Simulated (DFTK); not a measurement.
# MgO (Fm-3m) in DFTK: band structure with r2SCAN

Aim: the band structure of MgO with r2SCAN.

Program: DFTK 0.8.2. These are calculated values, not measurements. Logs are shortened: lines on timing, memory, paths and dates and some standing lists are left out, and cuts for length are marked.

**The experiment to reproduce.**

From “Electronic structure of alkaline earth and post-transition metal oxides”, 2009, arxiv:0908.1581, for a bulk crystal of MgO: band gap 7.83 eV.

The results are compared with them further down.

### 1 The crystal as given

It takes space group Fm-3m (No. 225, cubic). The conventional cell has a = 4.194 Å, b = 4.194 Å, c = 4.194 Å, α = 90.00°, β = 90.00°, γ = 90.00°. Mg (site symmetry m-3m) has 6 O at 2.10 Å as nearest neighbours. O (site symmetry m-3m) is surrounded by 6 Mg at 2.10 Å.

The cell is a database's computed one.

### 2 Band structure, r2SCAN

Contents of run.jl:

```julia
using DFTK
using PseudoPotentialData
using Unitful, UnitfulAtomic
using LinearAlgebra, Printf
include("save.jl")
disable_threading()

lines     = readlines("POSCAR")
lattice   = austrip(1u"Å") * parse(Float64, lines[2]) * hcat([parse.(Float64, split(l)) for l in lines[3:5]]...)
symbols   = vcat([fill(Symbol(s), parse(Int, n)) for (s, n) in zip(split(lines[6]), split(lines[7]))]...)
positions = [parse.(Float64, split(l)[1:3]) for l in lines[9:8+length(symbols)]]
pseudopotentials = Dict(:Mg => "Mg.upf", :O => "O.upf")
elements = Dict(s => ElementPsp(s, pseudopotentials; rcut=10.0) for s in unique(symbols))
atoms    = [elements[s] for s in symbols]

build_model(lattice, positions; symmetries=true) =
    model_DFT(lattice, atoms, positions;
              functionals=r2SCAN(),
              temperature=austrip(0.05u"eV"),
              smearing=Smearing.FermiDirac(),
              symmetries)
Ecut  = 47.0  # hartree
kgrid = [9, 9, 9]
tol   = 1e-6
to_GPa = ustrip(uconvert(u"GPa", 1u"hartree/bohr^3"))

model = build_model(lattice, positions)
basis = PlaneWaveBasis(model; Ecut, kgrid)
display(basis)
scfres = self_consistent_field(basis;
                               tol,
                               nbandsalg=AdaptiveBands(model; n_bands_converge=13))
display(scfres.energies)
@printf "Fermi level: %.6f eV\n" ustrip(auconvert(u"eV", something(scfres.εF, NaN)))
forces = compute_forces_cart(scfres)
println("Forces (eV/Å)")
for (s, f) in zip(symbols, forces)
    @printf "%-3s %12.6f %12.6f %12.6f\n" s ustrip.(auconvert.(u"eV/Å", f))...
end
stress = compute_stresses_cart(scfres)
println("Stress (GPa)")
display(round.(stress * to_GPa; digits=4))
println("Levels at the first k-point (eV): ", round.(ustrip.(auconvert.(u"eV", scfres.eigenvalues[1][1:scfres.n_bands_converge])); digits=4))
save_scf!(scfres; forces, stress)

points = Dict("G" => [0.0, 0.0, 0.0], "K" => [0.375, 0.375, 0.75], "L" => [0.5, 0.5, 0.5], "U" => [0.625, 0.25, 0.625], "W" => [0.5, 0.25, 0.75], "X" => [0.5, 0.0, 0.5])
segments = [("G", "X", 7), ("X", "W", 4), ("W", "K", 3), ("K", "G", 7), ("G", "L", 6), ("L", "U", 4), ("U", "W", 3), ("W", "L", 5), ("L", "K", 4), ("U", "X", 3)]
kcoords = vcat([[points[a] + t * (points[b] - points[a]) for t in range(0, 1, n)] for (a, b, n) in segments]...)
bands = compute_bands(scfres, ExplicitKpoints(kcoords); n_bands=15, tol=1e-5)
for (k, ε) in zip(bands.basis.kpoints, bands.eigenvalues)
    @printf "%d %8.4f %8.4f %8.4f " k.spin k.coordinate...
    println(join([@sprintf("%9.4f", e) for e in ustrip.(auconvert.(u"eV", ε .- scfres.εF))]))
end
results["band_energies"] = rows(bands.eigenvalues); results["band_kpoints"] = rows(kcoords)
```

Contents of POSCAR:

```
MgO
1.0
    0.0000000000      2.0970013927      2.0970013927
    2.0970013927      0.0000000000      2.0970013927
    2.0970013927      2.0970013927      0.0000000000
Mg O
1 1
Direct
    0.0000000000      0.0000000000      0.0000000000
    0.5000000000      0.5000000000      0.5000000000
```

Potentials or basis: in-house norm-conserving set (r2SCAN, scalar relativistic).

Started as:

```bash
$ julia --threads=1 run.jl  # save.jl only writes the numbers to a file and isn't shown; printed stress counts tension as positive; times include loading and compiling
```

Log:

```text
[... set-up lines left out ...]
n     Energy            log10(ΔE)   log10(Δρ)   log10(Δτ)   Diag   Δtime
---   ---------------   ---------   ---------   ---------   ----   ------
  1   -77.73720224588                   -0.58        1.21    4.9    9.27s
  2   -77.78236772158       -1.35       -0.72        0.14    2.3    6.25s
  3   -77.81132187268       -1.54       -1.39       -0.35    3.0    6.97s
  4   -77.81175116094       -3.37       -1.66       -0.82    2.1    5.84s
  5   -77.81201328182       -3.58       -2.57       -1.35    1.0    4.68s
  6   -77.81202061886       -5.13       -2.99       -1.87    2.9    6.31s
  7   -77.81202062768       -8.05       -3.08       -3.43    1.3    4.80s
  8   -77.81202093682       -6.51       -4.31       -2.75    1.3    4.83s
  9   -77.81202094084       -8.40       -4.32       -3.56    3.7    6.89s
 10   -77.81202094166       -9.08       -4.78       -4.16    1.0    4.69s
 11   -77.81202094175      -10.07       -5.50       -4.39    2.0    5.63s
 12   -77.81202094174   +  -11.38       -5.32       -5.02    2.5    6.13s
 13   -77.81202094175      -11.13       -5.66       -5.28    1.0    4.85s
 14   -77.81202094175      -11.68       -6.91       -5.29    1.9    5.30s
Energy breakdown (in Ha):
    Kinetic             46.1138047
    AtomicLocal         -64.3466814
    AtomicNonlocal      -19.5978885
    Ewald               -47.5873828
    PspCorrection       1.4554239
    Hartree             20.8144402
    Xc                  -14.6637370
    Entropy             0.0000000

    total               -77.812020941753
Fermi level: 8.207156 eV
Forces (eV/Å)
Mg     -0.000000     0.000000     0.000000
O      -0.000000     0.000000     0.000000
Stress (GPa)
3×3 StaticArraysCore.SMatrix{3, 3, Float64, 9} with indices SOneTo(3)×SOneTo(3):
 -1.3206  -0.0      0.0
 -0.0     -1.3206  -0.0
  0.0     -0.0     -1.3206
Levels at the first k-point (eV): [-69.7305, -34.8403, -34.8403, -34.8403, -12.9364, 5.3285, 5.3285, 5.3285, 11.0859, 22.2861, 22.2861, 22.2861, 26.4266]
1   0.0000   0.0000   0.0000  -77.9376 -43.0474 -43.0474 -43.0474 -21.1435  -2.8787  -2.8787  -2.8787   2.8787  14.0790  14.0790  14.0790  18.2194  20.0435  20.0435
1   0.0833   0.0000   0.0833  -77.9369 -43.0530 -43.0493 -43.0493 -21.0424  -3.3814  -2.9895  -2.9895   3.4657  12.8097  14.3483  14.3483  18.5976  19.9730  20.2658
1   0.1667   0.0000   0.1667  -77.9348 -43.0676 -43.0545 -43.0545 -20.7647  -4.4405  -3.2761  -3.2761   4.7869  10.9169  15.0590  15.0590  16.2422  20.9251  23.3183
1   0.2500   0.0000   0.2500  -77.9320 -43.0864 -43.0617 -43.0617 -20.3827  -5.5110  -3.6350  -3.6350   6.2907   9.3204  14.0269  15.9802  15.9802  21.9924  26.3736
1   0.3333   0.0000   0.3333  -77.9292 -43.1038 -43.0689 -43.0689 -19.9990  -6.3419  -3.9626  -3.9626   7.5953   8.1528  12.3702  16.8670  16.8670  23.3860  25.8877
1   0.4167   0.0000   0.4167  -77.9272 -43.1157 -43.0741 -43.0741 -19.7185  -6.8441  -4.1857  -4.1857   7.4457   8.2775  11.6365  17.5152  17.5152  24.6212  24.8501
[... 38 lines left out ...]
1   0.5625   0.1250   0.5625  -77.9265 -43.1165 -43.0819 -43.0741 -19.5999  -6.8556  -4.7097  -4.2110   7.6281   8.9035  11.3870  17.3017  17.4490  24.7570  26.0516
1   0.5000   0.0000   0.5000  -77.9264 -43.1198 -43.0761 -43.0761 -19.6161  -7.0088  -4.2642  -4.2642   7.2092   8.3789  11.5698  17.7568  17.7568  24.0704  25.6045
```

It took 2.9 min on 1 thread of Intel Xeon 6975P-C (Granite Rapids), shared host; peak memory 1.6 GiB.

Results:

* Free energy: -2117.3730 eV
* Pressure: 1.3 GPa
* Band gap on the k mesh: 5.76 eV, direct
* Band gap along the path: 5.76 eV, direct

Levels at the corners of the path, in eV from the valence-band top:
```
point  band 6  band 7  band 8  band 9  band 10  band 11
    Γ    0.00    0.00    0.00    5.76    16.96    16.96
    X   -4.13   -1.39   -1.39   10.09    11.26    14.45
    W   -2.99   -2.99   -1.79   12.81    12.81    13.56
    K   -3.53   -2.73   -1.18   11.15    13.12    13.80
    Γ    0.00    0.00    0.00    5.76    16.96    16.96
    L   -4.66   -0.68   -0.68    8.91    13.98    17.63
    U   -3.53   -2.73   -1.18   11.15    13.12    13.80
    W   -2.99   -2.99   -1.79   12.81    12.81    13.56
    L   -4.66   -0.68   -0.68    8.91    13.98    17.63
    K   -3.53   -2.73   -1.18   11.15    13.12    13.80
    U   -3.53   -2.73   -1.18   11.15    13.12    13.80
    X   -4.13   -1.39   -1.39   10.09    11.26    14.45
```

Caveat: the program warned that the kinetic-energy density falls under its von Weizsäcker bound, which can give unphysical results.

### 3 How close it comes

Step 2. Against the measured gap of MgO, 7.83 eV (quoted in “Electronic structure of alkaline earth and post-transition metal oxides”, 2009, arxiv:0908.1581), the calculated 5.76 eV is off by -2.07 eV. The value is that of r2SCAN, without temperature or zero-point motion. The cell is a database's relaxed one, not the measured one, which moves gaps too.
